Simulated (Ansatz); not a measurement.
# Cu (Fm-3m) in Ansatz: notebook

One crystal, Cu, is run at these levels: SVWN5; tasks: single point, equation of state.

All numbers are computed with Ansatz 0.2.0; they aren't measurements. Logs are shortened: lines on timing, memory, paths and dates and some standing lists are left out, and cuts for length are marked.

**1. The structure**

The structure is cubic, space group Fm-3m (No. 225). The conventional cell has a = 3.615 Å, b = 3.615 Å, c = 3.615 Å, α = 90.00°, β = 90.00°, γ = 90.00°. Cu (site symmetry m-3m) is surrounded by 12 Cu at 2.56 Å.

**2. Single point, SVWN5, 11.10 Å³/atom (volume scaled by 0.94)**

File input.yaml:

```yaml
crystal:
  lattice:
    - [0.0, 1.7706018915, 1.7706018915]
    - [1.7706018915, 0.0, 1.7706018915]
    - [1.7706018915, 1.7706018915, 0.0]
  atoms:
    - { symbol: Cu, position: [0.0, 0.0, 0.0] }
hamiltonian:
  xc: { exchange: slater, correlation: vwn5 }
  pseudopotentials: { kind: paw }
kpoints:
  mp_grid: { grid: [13, 13, 13] }
scf:
  occupations: { method: fermi_dirac, width: 0.05 }
output:
  forces: true
  stress: true
  eigenvalues: true
```

Potentials or basis: Ansatz PAW.

Launch:

```console
ansatz run input.yaml --threads 2 --pin off --max-ram 5120MiB --backend cpu --events-out ev --progress --plain --runs-dir out
```

Log:

```text
Warning: RAYON_NUM_THREADS=2 ignored (pool sized by the plan → 2); use --threads N
Engine: ansatz 0.2.0, x86_64-unknown-linux-gnu
Pseudopotentials: kind: paw
Pseudopotential: Cu, paw, valence charge 19, recommended cutoff 420 eV (normal), Cu.paw.azcp
Functional definition: unnamed
  exchange = slater_x
  correlation = vwn5_c
Crystal: 1 atoms, lattice volume = 11.102 Å³
Basis set: ecut = 420 eV, 229 PW (Γ)
Bands: 14, of which v1, the nominal top of the filled ones, is band 10 counted from 1 (9 counted from 0)
Symmetry: 48 space group operations
Space group: Fm-3m (ITA 225), of the structure as read, at distance tolerance 2.2e-5 Å
k-points: 84 of 2197
Non-local potential: Cu, projectors of the file, l = 0: 3, l = 1: 2, l = 2: 3, l = 3: 1
PAW form: soft (Blöchl's): semilocal exchange-correlation on the pseudo side does not see the compensation charge
PAW frozen core: Cu, regenerated for the run's functional, and the local potential with it (the file was generated under x = pbe(κ = 0.804, μ = 0.2195149727645171), c = pbe(β = 0.06672455060314922))
PAW one-centre angular grid: Cu, 590 points (default); XC on 64 Gauss nodes
Initial density: superposition of atomic densities (neutral atoms: chi_scale 0, normalization atom), corrected by the library's trained network
Initial wavefunctions: pseudopotential atomic-orbital guess
Functional: x = slater, c = vwn5
SCF iter   1: F=—  HF=-6556.056422 eV  |F-HF|=—  |Δ(HF+E_count)|=         —  Δρ=2.27e-2  dr2=2.51e-2  ethr=1.77e-3  ⟨swp⟩=5.5  Hψ=5947  notcnv=0
preconditioner: auto → none  [insulator: Δε(μ)=0.177 eV  Ē_g=17.671 eV  σ=0.050 eV  W_gap=0.51  n_scr=0 (ndim 8)  ℏωp=37.0 eV  f_vac=0.000  D(μ)=0.33/eV (n_scr^D=0)  ε∞_Penn≈5.4]
SCF iter   2: F=—  HF=-6556.049693 eV  |F-HF|=—  |Δ(HF+E_count)|=   6.73e-3  Δρ=1.98e-3  dr2=3.55e-4  ethr=1.32e-4  ⟨swp⟩=2.7  Hψ=2587  notcnv=0  defer=22
SCF iter   3: F=—  HF=-6556.049612 eV  |F-HF|=—  |Δ(HF+E_count)|=   8.09e-5  Δρ=1.43e-3  dr2=6.13e-5  ethr=1.87e-6  ⟨swp⟩=2.3  Hψ=1717  notcnv=0  defer=22
SCF iter   4: F=—  HF=-6556.049640 eV  |F-HF|=—  |Δ(HF+E_count)|=   2.75e-5  Δρ=2.58e-5  dr2=4.77e-8  ethr=3.23e-7  ⟨swp⟩=1.0  Hψ=1154  notcnv=0  defer=22
iter 5 did not close the SCF: its close was put off for the readings that it lacked (scf_convergence_deferred on its scf_iter line)
SCF iter   5: F=-6556.049640 eV  HF=-6556.049640 eV  |F-HF|=4.91e-11  |Δ(HF+E_count)|=   6.20e-8  Δρ=3.17e-6  dr2=2.18e-10  ethr=2.51e-10  ⟨swp⟩=2.0  Hψ=1945  notcnv=0  defer=22
SCF iter   6: F=-6556.049640 eV  HF=-6556.049640 eV  |F-HF|=0.00e0  |Δ(HF+E_count)|=  5.28e-11  Δρ=3.43e-7  dr2=2.98e-12  ethr=1.15e-12  ⟨swp⟩=2.2  Hψ=3462  notcnv=0
SCF 1 converged in 6 iterations: F = -6556.049640 eV  dr2 = 2.98e-12
SCF converged after 6 iterations
Free energy (F): -6556.049640 eV
Harris-Foulkes:  -6556.049640 eV  (|F-HF|=0.00e0)
Internal energy: -6556.046986 eV  (E = F + TS)
E sigma→0 (E₀):  -6556.048313 eV
Entropy (-TS):   -0.002654 eV (-2.654 meV/atom)
Fermi energy:    17.883826 eV
--- Per-component energies (eV) ---
  E_band       = -341.443917
  E_kinetic    = 301.290153
  E_local      = -3938.192080  (includes V_loc(G=0)·N_el)
  E_nonlocal   = 393.510769
  E_hartree    = 1734.567837
  E_xc         = -89.756765
  E_vxc        = -116.426756  (∫ρ·V_xc dr)
  E_paw        = -1592.767462  (= ΣΔE_a)
  E_vpaw       = -450.761774  (= ΣTr[D̂ρ^β])
  E_aug_tail   = 0.000149  (compensation charges beyond the density's cutoff)
  E_ewald      = -3365.149492
  E_core_change = 0.449906  (= ΣΔE_core)
  E_smearing   = -0.002654  (= −TS)
  E_closure    = 0.000000  (closes the sum)
  Σ components = -6556.049640   (vs F -6556.049640, Δ=0.00e0)
--- Forces (eV/Å), atoms counted from 1 ---
  atom   1  Cu    -0.00000000     0.00000000     0.00000000
  max |Σ_I F_I| component: 3.08e-33 eV/Å
--- Stress (GPa, compression-positive) ---
       -3.724919       0.000000      -0.000000
        0.000000      -3.724919       0.000000
       -0.000000      -0.000000      -3.724919
  P = ⅓ Tr σ = -3.7249 GPa (-37.249 kbar)
--- Band table (eV; the first three rows and the last of 84) ---
  k-point 0: bands = ["-94.2111", "-51.9478", "-51.9478", "-51.9478", "7.7925", "14.4499", "14.4499", "14.4499", "15.3839", "15.3839", "40.9086", "43.6813", "43.6813", "43.6813"]
  k-point 1: bands = ["-94.2099", "-51.9559", "-51.9489", "-51.9489", "8.0181", "14.3994", "14.4945", "14.4945", "15.3667", "15.3667", "39.5059", "41.9179", "43.0714", "43.0714"]
  k-point 2: bands = ["-94.2069", "-51.9783", "-51.9523", "-51.9523", "8.6781", "14.2759", "14.5913", "14.5913", "15.3499", "15.3499", "35.6012", "41.4695", "42.1416", "42.1416"]
  k-point 83: bands = ["-94.1857", "-52.0471", "-52.0355", "-52.0001", "13.2265", "13.7388", "14.0042", "15.3503", "16.1391", "22.7555", "24.7735", "26.8758", "27.4107", "45.7006"]
```

Wall time 0.69 s (2 threads of Intel Xeon Platinum 8259CL at 2.50GHz (Skylake/Cascade Lake), shared host); peak memory 0.32 GiB.

Results:

```
Free energy            : -6556.0496 eV
Pressure               : -3.7 GPa
Band gap on the k mesh : none (metal or under the smearing width)
```

Caveat: the PAW data sets come from PBE, with cores solved anew for the run's functional, which leaves a small shift of forces and pressure.

**3. Single point, SVWN5, 11.34 Å³/atom (volume scaled by 0.96)**

Changes to input.yaml since step 2:

```diff
@@ -2,5 +2,5 @@
   lattice:
-    - [0.0, 1.7706018915, 1.7706018915]
-    - [1.7706018915, 0.0, 1.7706018915]
-    - [1.7706018915, 1.7706018915, 0.0]
+    - [0.0, 1.7830713297, 1.7830713297]
+    - [1.7830713297, 0.0, 1.7830713297]
+    - [1.7830713297, 1.7830713297, 0.0]
   atoms:
@@ -18 +18,5 @@
   eigenvalues: true
+  write_density: true
+  write_potential: true
+  elf: true
+  volumetric_format: npy
```

Potentials or basis: Ansatz PAW.

Launch:

```console
ansatz run input.yaml --threads 2 --pin off --max-ram 5120MiB --backend cpu --events-out ev --progress --plain --runs-dir out
```

Wall time 0.9 s (2 threads of Intel Xeon Platinum 8259CL at 2.50GHz (Skylake/Cascade Lake), shared host); peak memory 0.34 GiB.

It converged, with:

| Property | Result |
| --- | --- |
| Free energy | -6556.0416 eV |
| Pressure | -7.1 GPa |
| Band gap on the k mesh | none (metal or under the smearing width) |

Caveat: the PAW data sets come from PBE, with cores solved anew for the run's functional, which leaves a small shift of forces and pressure.

**4. Single point, SVWN5, 11.57 Å³/atom (volume scaled by 0.98)**

File input.yaml:

```yaml
crystal:
  lattice:
    - [0.0, 1.795368762, 1.795368762]
    - [1.795368762, 0.0, 1.795368762]
    - [1.795368762, 1.795368762, 0.0]
  atoms:
    - { symbol: Cu, position: [0.0, 0.0, 0.0] }
hamiltonian:
  xc: { exchange: slater, correlation: vwn5 }
  pseudopotentials: { kind: paw }
kpoints:
  mp_grid: { grid: [13, 13, 13] }
scf:
  occupations: { method: fermi_dirac, width: 0.05 }
output:
  forces: true
  stress: true
  eigenvalues: true
```

Launch:

```console
ansatz run input.yaml --threads 2 --pin off --max-ram 5120MiB --backend cpu --events-out ev --progress --plain --runs-dir out
```

Run time: 0.72 s. Hardware: 2 threads of Intel Xeon Platinum 8259CL at 2.50GHz (Skylake/Cascade Lake), shared host; peak memory 0.33 GiB.

The run converged. Its results:

```
Free energy            : -6556.0288 eV
Pressure               : -10.1 GPa
Band gap on the k mesh : none (metal or under the smearing width)
```

Caveat: the PAW data sets come from PBE, with cores solved anew for the run's functional, which leaves a small shift of forces and pressure.

**5. Single point, SVWN5, 11.81 Å³/atom**

Changes to input.yaml since step 4:

```diff
@@ -2,5 +2,5 @@
   lattice:
-    - [0.0, 1.795368762, 1.795368762]
-    - [1.795368762, 0.0, 1.795368762]
-    - [1.795368762, 1.795368762, 0.0]
+    - [0.0, 1.8075, 1.8075]
+    - [1.8075, 0.0, 1.8075]
+    - [1.8075, 1.8075, 0.0]
   atoms:
```

Launch:

```console
ansatz run input.yaml --threads 2 --pin off --max-ram 5120MiB --backend cpu --events-out ev --progress --plain --runs-dir out
```

Wall time 0.74 s (2 threads of Intel Xeon Platinum 8259CL at 2.50GHz (Skylake/Cascade Lake), shared host); peak memory 0.34 GiB.

It converged, with:

```
Free energy            : -6556.0119 eV
Pressure               : -12.8 GPa
Band gap on the k mesh : none (metal or under the smearing width)
```

Caveat: the PAW data sets come from PBE, with cores solved anew for the run's functional, which leaves a small shift of forces and pressure.

**6. Single point, SVWN5, 12.05 Å³/atom (volume scaled by 1.02)**

Changes to input.yaml since step 5:

```diff
@@ -2,5 +2,5 @@
   lattice:
-    - [0.0, 1.8075, 1.8075]
-    - [1.8075, 0.0, 1.8075]
-    - [1.8075, 1.8075, 0.0]
+    - [0.0, 1.8194705475, 1.8194705475]
+    - [1.8194705475, 0.0, 1.8194705475]
+    - [1.8194705475, 1.8194705475, 0.0]
   atoms:
```

Potentials or basis: Ansatz PAW.

Launch:

```console
ansatz run input.yaml --threads 2 --pin off --max-ram 5120MiB --backend cpu --events-out ev --progress --plain --runs-dir out
```

Wall time 0.72 s (2 threads of Intel Xeon Platinum 8259CL at 2.50GHz (Skylake/Cascade Lake), shared host); peak memory 0.34 GiB.

The run converged. Its results:

- Free energy: -6555.9913 eV
- Pressure: -15.1 GPa
- Band gap on the k mesh: none (metal or under the smearing width)

Caveat: the PAW data sets come from PBE, with cores solved anew for the run's functional, which leaves a small shift of forces and pressure.

**7. Single point, SVWN5, 12.28 Å³/atom (volume scaled by 1.04)**

Changes to input.yaml since step 6:

```diff
@@ -2,5 +2,5 @@
   lattice:
-    - [0.0, 1.8194705475, 1.8194705475]
-    - [1.8194705475, 0.0, 1.8194705475]
-    - [1.8194705475, 1.8194705475, 0.0]
+    - [0.0, 1.8312856224, 1.8312856224]
+    - [1.8312856224, 0.0, 1.8312856224]
+    - [1.8312856224, 1.8312856224, 0.0]
   atoms:
```

Launch:

```console
ansatz run input.yaml --threads 2 --pin off --max-ram 5120MiB --backend cpu --events-out ev --progress --plain --runs-dir out
```

Wall time 0.7 s (2 threads of Intel Xeon Platinum 8259CL at 2.50GHz (Skylake/Cascade Lake), shared host); peak memory 0.32 GiB.

The run converged. Its results:

* Free energy: -6555.9676 eV
* Pressure: -17.1 GPa
* Band gap on the k mesh: none (metal or under the smearing width)

Caveat: the PAW data sets come from PBE, with cores solved anew for the run's functional, which leaves a small shift of forces and pressure.

**8. Single point, SVWN5, 12.52 Å³/atom (volume scaled by 1.06)**

Changes to input.yaml since step 7:

```diff
@@ -2,5 +2,5 @@
   lattice:
-    - [0.0, 1.8312856224, 1.8312856224]
-    - [1.8312856224, 0.0, 1.8312856224]
-    - [1.8312856224, 1.8312856224, 0.0]
+    - [0.0, 1.8429501765, 1.8429501765]
+    - [1.8429501765, 0.0, 1.8429501765]
+    - [1.8429501765, 1.8429501765, 0.0]
   atoms:
```

Launch:

```console
ansatz run input.yaml --threads 2 --pin off --max-ram 5120MiB --backend cpu --events-out ev --progress --plain --runs-dir out
```

Wall time 0.73 s (2 threads of Intel Xeon Platinum 8259CL at 2.50GHz (Skylake/Cascade Lake), shared host); peak memory 0.34 GiB.

It converged, with:

| Property | Result |
| --- | --- |
| Free energy | -6555.9411 eV |
| Pressure | -18.8 GPa |
| Band gap on the k mesh | none (metal or under the smearing width) |

Caveat: the PAW data sets come from PBE, with cores solved anew for the run's functional, which leaves a small shift of forces and pressure.

**9. Equation of state, SVWN5**

Potentials or basis: Ansatz PAW.

This step only gathers the single runs of the series.

What came out:

| Item | Value |
| --- | --- |
| Equilibrium volume | 10.88 Å³/atom (rough: see the caveat) |
| Bulk modulus | 190 GPa (rough) |

Energy against volume, from the lowest point:
| volume (Å³/atom) | energy (meV/atom) |
| --- | --- |
| 11.102 | 0.00 |
| 11.338 | 8.07 |
| 11.574 | 20.85 |
| 11.810 | 37.77 |
| 12.047 | 58.32 |
| 12.283 | 82.04 |
| 12.519 | 108.53 |

Caveat: the minimum lies outside the volumes run.
